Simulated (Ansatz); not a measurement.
Crystal: Yb.

```xyz
1
Lattice="-2.1515 2.1515 2.1515 2.1515 -2.1515 2.1515 2.1515 2.1515 -2.1515" Properties=species:S:1:pos:R:3 pbc="T T T"
Yb    0.0000    0.0000    0.0000
```

This isn't the form of Yb at room conditions, which is fcc.

| Quantity | Value |
| --- | --- |
| Program | Ansatz 0.2.0 |
| Task | single point |
| Functional | PBEsol |
| Potentials or basis | all-electron LAPW, scalar-relativistic |
| Cutoff | 184 eV (chosen from the basis error) |
| Basis error allowed | 0.001 eV/atom |
| k mesh | 9 × 9 × 9 |
| Occupations | fermi-dirac, width 0.05 eV |
| Spin | collinear spin, ferromagnetic start |
| Starting moments | [1.0] μB |

On this cell: pressure -3.4 GPa; net moment 0.00 μB per cell; band gap on the k mesh none (metal or under the smearing width).

The same run follows on a disturbed copy (cell strained at random at fixed volume):

```xyz
1
Lattice="-2.0735 2.2226 2.1780 2.1305 -2.1176 2.1299 2.1041 2.1482 -2.0730" Properties=species:S:1:pos:R:3 pbc="T T T"
Yb   -0.0156   -0.0571   -0.0065
```

Problem. What changes?

Solution. The energy (extrapolated to zero smearing) moves by +7.9 meV/atom; pressure -3.3 GPa; net moment 0.00 μB per cell; band gap on the k mesh none (metal or under the smearing width).

Stress tensor (GPa, compression positive):
```
-3.28 -0.23 -0.48
-0.23 -3.38 -0.92
-0.48 -0.92 -3.38
```

Caveats: an open f shell can end in a state above the lowest; spin-orbit coupling is left out, which moves the levels of the heavy elements; the starting moments weren't kept.
